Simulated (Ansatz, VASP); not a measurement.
**Ti2AlC: VASP beside Ansatz**

Wanted: the spread between two codes on one cell, functional and k mesh. The structure shown comes from an earlier Ansatz run, which isn't shown and may have moved the atoms alone.

Main program and level: Ansatz 0.2.0; plane waves, with VASP 6.6.1 beside it; elastic constants at LDA.

**1. The structure**

Symmetry: P6_3/mmc, No. 194, hexagonal system. Conventional cell: a = 3.016 Å, b = 3.016 Å, c = 13.491 Å, α = 90.00°, β = 90.00°, γ = 120.00°. Nearest to Ti lie 3 C at 2.07 Å and 3 Al at 2.84 Å and 3 Ti at 2.85 Å. Nearest to Al lie 6 Ti at 2.84 Å and 6 Al at 3.02 Å. C has 6 Ti at 2.07 Å nearest. Farther neighbours are not listed.

**2. Ansatz: elastic constants, LDA**

Ansatz runs on its default PAW (the set named soft_2) files.

Elastic constants are differences of stresses under small strains, so they test the stress and the mesh.

Contents of input.yaml:

```yaml
crystal:
  lattice:
    - [3.0164951676, 0.0, 0.0]
    - [-1.5082475838, 2.6123614455, 0.0]
    - [0.0, 0.0, 13.4908876382]
  atoms:
    - { symbol: Ti, position: [0.3333333333, 0.6666666667, 0.0834617941] }
    - { symbol: Ti, position: [0.6666666667, 0.3333333333, 0.5834617941] }
    - { symbol: Ti, position: [0.6666666667, 0.3333333333, 0.9165382059] }
    - { symbol: Ti, position: [0.3333333333, 0.6666666667, 0.4165382059] }
    - { symbol: Al, position: [0.3333333333, 0.6666666667, 0.75] }
    - { symbol: Al, position: [0.6666666667, 0.3333333333, 0.25] }
    - { symbol: C, position: [0.0, 0.0, 0.0] }
    - { symbol: C, position: [0.0, 0.0, 0.5] }
kpoints:
  mp_grid: { grid: [4, 4, 4] }
hamiltonian:
  xc: lda
scf:
  occupations: { method: methfessel_paxton, width: 0.25 }
output:
  forces: true
  stress: true
  eigenvalues: true
elastic:
  mode: relaxed_ion
  stencil: two_point
  amplitude: 0.01
```

Started as:

```sh
> ansatz run input.yaml --threads 8 --pin off --max-ram 16384MiB --backend cpu --events-out ev --progress --plain --runs-dir out
```

Numbers of over 12 decimals in the logs are rounded to 6 here.

Log:

```text
Engine: ansatz 0.2.0, aarch64-unknown-linux-gnu
Pseudopotentials: kind: paw
Pseudopotential: Ti, paw, valence charge 12, recommended cutoff 420 eV (normal), Ti.paw.azcp
Pseudopotential: Al, paw, valence charge 3, recommended cutoff 420 eV (normal), Al.paw.azcp
Pseudopotential: C, paw, valence charge 4, recommended cutoff 420 eV (normal), C.paw.azcp
Functional definition: SPW92
  exchange = slater_x
  correlation = pw_c
Crystal: 8 atoms, lattice volume = 106.311 Å³
Basis set: ecut = 420 eV, 2025 PW (Γ)
Bands: 39, of which v1, the nominal top of the filled ones, is band 31 counted from 1 (30 counted from 0)
Symmetry: 24 space group operations
Space group: P63/mmc (ITA 194), of the structure as read, at distance tolerance 4.7e-5 Å
k-points: 12 of 64
Non-local potential: Ti, projectors of the file, l = 0: 3, l = 1: 2, l = 2: 3, l = 3: 1
Non-local potential: Al, projectors of the file, l = 0: 2, l = 1: 2, l = 2: 1
Non-local potential: C, projectors of the file, l = 0: 2, l = 1: 2, l = 2: 1
PAW form: soft (Blöchl's): semilocal exchange-correlation on the pseudo side does not see the compensation charge
PAW frozen core: Ti, regenerated for the run's functional, and the local potential with it (the file was generated under x = pbe(κ = 0.804, μ = 0.219515), c = pbe(β = 0.066725))
PAW frozen core: Al, regenerated for the run's functional, and the local potential with it (the file was generated under x = pbe(κ = 0.804, μ = 0.219515), c = pbe(β = 0.066725))
PAW frozen core: C, regenerated for the run's functional, and the local potential with it (the file was generated under x = pbe(κ = 0.804, μ = 0.219515), c = pbe(β = 0.066725))
PAW one-centre angular grid: Ti, 590 points (default); XC on 64 Gauss nodes
PAW one-centre angular grid: Al, 110 points (default); XC on 64 Gauss nodes
PAW one-centre angular grid: C, 110 points (default); XC on 64 Gauss nodes
Initial density: superposition of atomic densities (neutral atoms: chi_scale 0, normalization atom), corrected by the library's trained network
Initial wavefunctions: pseudopotential atomic-orbital guess
Functional: x = slater, c = lda
SCF iter   1: F=—  HF=-11318.924325 eV  |F-HF|=—  |Δ(HF+E_count)|=         —  Δρ=8.13e-3  dr2=2.23e-1  ethr=1.77e-3  ⟨swp⟩=5.6  Hψ=1862  notcnv=0
preconditioner: auto → Resta (q_TF=auto, 2.494 Å⁻¹)  ε∞=13.9  [insulator: Δε(μ)=0.249 eV  Ē_g=5.485 eV  σ=0.250 eV  W_gap=0.73  n_scr=28 (ndim 8)  ℏωp=19.7 eV  f_vac=0.000  D(μ)=1.10/eV (n_scr^D=4)  ε∞_Penn≈13.9]
SCF iter   2: F=—  HF=-11318.893655 eV  |F-HF|=—  |Δ(HF+E_count)|=   3.07e-2  S|Δr|=    0.00e0  Δρ=4.40e-3  dr2=6.10e-2  ethr=3.60e-4  ⟨swp⟩=1.0  Hψ=564  notcnv=0
SCF iter   3: F=—  HF=-11318.881670 eV  |F-HF|=—  |Δ(HF+E_count)|=   1.20e-2  S|Δr|=    0.00e0  Δρ=6.84e-4  dr2=7.01e-4  ethr=9.84e-5  ⟨swp⟩=2.2  Hψ=567  notcnv=0
SCF iter   4: F=—  HF=-11318.881489 eV  |F-HF|=—  |Δ(HF+E_count)|=   1.81e-4  S|Δr|=    0.00e0  Δρ=2.89e-4  dr2=1.05e-4  ethr=1.13e-6  ⟨swp⟩=2.0  Hψ=628  notcnv=0
SCF iter   5: F=—  HF=-11318.881458 eV  |F-HF|=—  |Δ(HF+E_count)|=   3.07e-5  S|Δr|=    0.00e0  Δρ=7.13e-5  dr2=7.15e-6  ethr=1.69e-7  ⟨swp⟩=2.0  Hψ=598  notcnv=0
SCF iter   6: F=—  HF=-11318.881447 eV  |F-HF|=—  |Δ(HF+E_count)|=   1.08e-5  S|Δr|=    0.00e0  Δρ=1.86e-5  dr2=4.08e-7  ethr=1.15e-8  ⟨swp⟩=2.0  Hψ=584  notcnv=0
SCF iter   7: F=—  HF=-11318.881448 eV  |F-HF|=—  |Δ(HF+E_count)|=   4.55e-7  S|Δr|=    0.00e0  Δρ=3.30e-6  dr2=1.04e-8  ethr=6.57e-10  ⟨swp⟩=2.1  Hψ=710  notcnv=0
SCF iter   8: F=—  HF=-11318.881448 eV  |F-HF|=—  |Δ(HF+E_count)|=   2.64e-9  S|Δr|=    0.00e0  Δρ=7.70e-7  dr2=5.36e-10  ethr=1.69e-11  ⟨swp⟩=2.5  Hψ=761  notcnv=0
SCF iter   9: F=—  HF=-11318.881448 eV  |F-HF|=—  |Δ(HF+E_count)|=  8.91e-11  S|Δr|=    0.00e0  Δρ=1.26e-7  dr2=1.91e-11  ethr=8.64e-13 (applied; sched 1.00e-12)  ⟨swp⟩=2.6  Hψ=793  notcnv=0
SCF iter  10: F=—  HF=-11318.881448 eV  |F-HF|=—  |Δ(HF+E_count)|=  5.46e-12  S|Δr|=    0.00e0  Δρ=3.30e-8  dr2=1.12e-12  ethr=3.08e-14 (applied; sched 1.00e-12)  ⟨swp⟩=2.0  Hψ=736  notcnv=0  defer=15
[...]
SCF 1 converged in 11 iterations: F = -11318.881448 eV  dr2 = 5.17e-14
  greatest PAW one-centre occupation: 0.999 electrons in one spin orbital (limit 2), on the Ti atom at site 3 (counted from 0), in its partial waves of l = 0
relax step   1: F+E_penalty+E_count = -11318.88144778 eV  Δ(F+E_penalty+E_count) = +0.000e0 eV  max|allowed force component| = 7.376e-4 eV/Å  Δτ_max = 0.0000 Å  (11 SCF iters, accepted)
Initial density: handed on by an earlier stage of this run
Initial wavefunctions: pseudopotential atomic-orbital guess (no wavefunctions were taken with the density)
[...]
SCF iter   3: F=—  HF=-11318.877691 eV  |F-HF|=—  |Δ(HF+E_count)|=   5.00e-8  S|Δr|=    0.00e0  Δρ=1.60e-6  dr2=1.54e-8  ethr=5.75e-10  ⟨swp⟩=1.8  Hψ=1045  notcnv=0  defer=3
SCF iter   4: F=—  HF=-11318.877691 eV  |F-HF|=—  |Δ(HF+E_count)|=   2.70e-9  S|Δr|=    0.00e0  Δρ=5.85e-7  dr2=1.54e-9  ethr=2.48e-11  ⟨swp⟩=2.0  Hψ=1147  notcnv=0  defer=3
SCF iter   5: F=—  HF=-11318.877691 eV  |F-HF|=—  |Δ(HF+E_count)|=  2.00e-10  S|Δr|=    0.00e0  Δρ=2.07e-7  dr2=3.70e-10  ethr=2.49e-12  ⟨swp⟩=2.1  Hψ=1180  notcnv=0  defer=3
[...]
SCF 35 converged in 2 iterations: F = -11318.877691 eV  dr2 = 1.19e-14
SCF converged after 8 iterations
Stability not checked: this state was not tested for a lower state beside it, because cold or Methfessel-Paxton smearing, or corrected tetrahedra, fill the levels in a way that the test cannot read (fill_not_monotonic; see scf.lower_state_search)
Free energy (F): -11318.881448 eV
Harris-Foulkes:  -11318.881448 eV  (|F-HF|=0.00e0)
Internal energy: -11318.924263 eV  (E = F + TS)
E sigma→0 (E₀):  -11318.892152 eV
Entropy (-TS):   0.042815 eV (5.352 meV/atom)
Fermi energy:    11.866828 eV
Step filling:    the computed levels leave a gap of 0.1072 eV = 0.4 smearing widths at the electron count; against every level under it full and every level over it empty, smearing changes F+E_penalty+E_count by +10.801 meV and its σ→0 estimate by +0.097 meV
--- Per-component energies (eV) ---
  E_band       = -594.471674
  E_kinetic    = 1325.682141
  E_local      = -5509.608829  (includes V_loc(G=0)·N_el)
  E_nonlocal   = 120.877507
  E_hartree    = 2424.496226
  E_xc         = -567.830255
  E_vxc        = -673.071679  (∫ρ·V_xc dr)
  E_paw        = -5064.576920  (= ΣΔE_a)
  E_vpaw       = -707.343682  (= ΣTr[D̂ρ^β])
  E_aug_tail   = 0.000419  (compensation charges beyond the density's cutoff)
  E_ewald      = -4049.505452
  E_core_change = 1.540899  (= ΣΔE_core)
  E_smearing   = 0.042815  (= −TS)
  E_closure    = 0.000000  (closes the sum)
  Σ components = -11318.881448   (vs F -11318.881448, Δ=0.00e0)
--- Forces (eV/Å), atoms counted from 1 ---
  atom   1  Ti     0.00000000     0.00000000     0.00002817
  atom   2  Ti     0.00000000    -0.00000000     0.00002817
  atom   3  Ti     0.00000000    -0.00000000    -0.00002817
  atom   4  Ti     0.00000000     0.00000000    -0.00002817
  atom   5  Al     0.00000000    -0.00000000     0.00000000
  atom   6  Al     0.00000000     0.00000000     0.00000000
  atom   7  C      0.00000000    -0.00000000     0.00000000
  atom   8  C      0.00000000     0.00000000     0.00000000
  max |Σ_I F_I| component: 5.26e-31 eV/Å
--- Stress (GPa, compression-positive) ---
        0.007151       0.000000       0.000000
        0.000000       0.007151       0.000000
        0.000000       0.000000      -0.006634
  P = ⅓ Tr σ = 0.0026 GPa (0.026 kbar)
--- Band table (eV; the first three rows and the last of 12) ---
  k-point 0: bands = [... 27 lower, 10.4646, 12.3324, 12.6284, 12.8485, 12.8485, 12.8713, 12.8713, 13.8292, ... 4 higher]
  k-point 1: bands = [... 27 lower, 10.3453, 12.3871, 12.5936, 12.8518, 12.8518, 12.8680, 12.8680, 13.8364, ... 4 higher]
  k-point 2: bands = [... 27 lower, 10.0594, 12.4998, 12.4998, 12.8598, 12.8598, 12.8598, 12.8598, 13.8544, ... 4 higher]
  k-point 11: bands = [... 27 lower, 10.7871, 11.1520, 11.1520, 11.3886, 11.3886, 12.4176, 12.4176, 13.6364, ... 4 higher]
--- Elastic constants: 3 strain directions × 2 members + reference (group order 24) ---
  dense FFT box of the reference and of every strained cell: 24×24×96
  strains applied: 11, 33, 23; error gains: componentwise 1.00 (the most a stress slope's error grows in a printed constant), spectral 1.41 (1 for all six strains in a standard setting)
  reference relaxed by the batch: 2 steps; max|allowed force component| 7.38e-4 eV/Å at the deck's positions, 2.82e-5 at the last accepted step, 2.82e-5 by the solve of record
  largest displacement 3.2e-5 Å; the constants are those of the deck's cell at these positions:
  atoms:
    - { symbol: Ti, position: [0.333333, 0.666667, 0.083459] }
    - { symbol: Ti, position: [0.666667, 0.333333, 0.583459] }
    - { symbol: Ti, position: [0.666667, 0.333333, 0.916541] }
    - { symbol: Ti, position: [0.333333, 0.666667, 0.416541] }
    - { symbol: Al, position: [0.333333, 0.666667, 0.75] }
    - { symbol: Al, position: [0.666667, 0.333333, 0.25] }
    - { symbol: C, position: [0, 0, 0] }
    - { symbol: C, position: [0, 0, 0.5] }
  C = ∂σ_k/∂η_j (tension-positive GPa; Voigt order 11 22 33 23 13 12):
       319.541     63.276     74.503      0.000      0.000      0.000
        63.276    319.541     74.503      0.000      0.000     -0.000
        74.438     74.438    285.903      0.000      0.000      0.000
         0.000      0.000      0.000    112.030      0.000      0.000
         0.000      0.000      0.000      0.000    112.030      0.000
        -0.000      0.000     -0.000      0.000      0.000    128.132
  reference stress σ⁰ (GPa):     -0.007     -0.007      0.007     -0.000     -0.000     -0.000
  C* (energy form; C + prestress term) asymmetry max|C*_kj − C*_jk| = 5.041e-2 GPa — a small one proves nothing (zero by symmetry where the batch's group is 432, −43m or m−3m); a large one is finite-difference/SCF noise where every solve meets its electron count
  moduli (Voigt/Reuss/Hill, GPa): K = 149.94/149.77/149.85   G = 117.96/117.35/117.65   E = 279.75   ν = 0.189
  mechanically stable: yes (min eigenvalue of sym C = 112.03 GPa)
  strain η (Voigt 11):  stress-route row diagonal C_11 = 319.54 GPa, energy-path curvature d²(F+E_count+ΔE)/dδ²/Ω₀ = 318.54 GPa
         δ    σ_11 (GPa)             F (eV)   n_scf  n_hpsi   n_pw
    -1.000e-2      -3.2987      -11318.8705600       2    6856   2080   relax 6 steps, max|allowed force component| 1.30e-7 eV/Å
     1.000e-2       3.0921      -11318.8711526       2    6918   2123   relax 3 steps, max|allowed force component| 1.59e-5 eV/Å
  strain η (Voigt 33):  stress-route row diagonal C_33 = 285.90 GPa, energy-path curvature d²(F+E_count+ΔE)/dδ²/Ω₀ = 285.88 GPa
         δ    σ_33 (GPa)             F (eV)   n_scf  n_hpsi   n_pw
    -1.000e-2      -2.9295      -11318.8718042       2    3864   2080   relax 3 steps, max|allowed force component| 3.83e-5 eV/Å
     1.000e-2       2.7885      -11318.8720920       2    3858   2118   relax 5 steps, max|allowed force component| 1.80e-7 eV/Å
  strain η (Voigt 23):  stress-route row diagonal C_44 = 112.03 GPa, energy-path curvature d²(F+E_count+ΔE)/dδ²/Ω₀ = 112.09 GPa
         δ    σ_23 (GPa)             F (eV)   n_scf  n_hpsi   n_pw
    -1.000e-2      -1.1203      -11318.8776908       2    8059   2096   relax 5 steps, max|allowed force component| 8.04e-6 eV/Å
     1.000e-2       1.1203      -11318.8776908       2    8073   2096   relax 4 steps, max|allowed force component| 3.64e-5 eV/Å
```

Reading the cycles: dr2 is the Hartree energy of the density residual (eV), the measure of convergence; HF is the Harris–Foulkes estimate of the energy, which meets the free energy F at convergence.

(Part 1 of 2 ends here.)

[Lines on the potential files, build, host, timing and source positions are cut from VASP's logs without a mark.]

[Logs are printed without paths, hosts, clocks, repeated set-up lines and the standing remarks that a program may print on its own settings, such as how far it seeks lower states.]

[Hosts, paths, dates, database ids (printed as entryN), source tags and the programs' standing remarks are cut or masked in the printed files.]
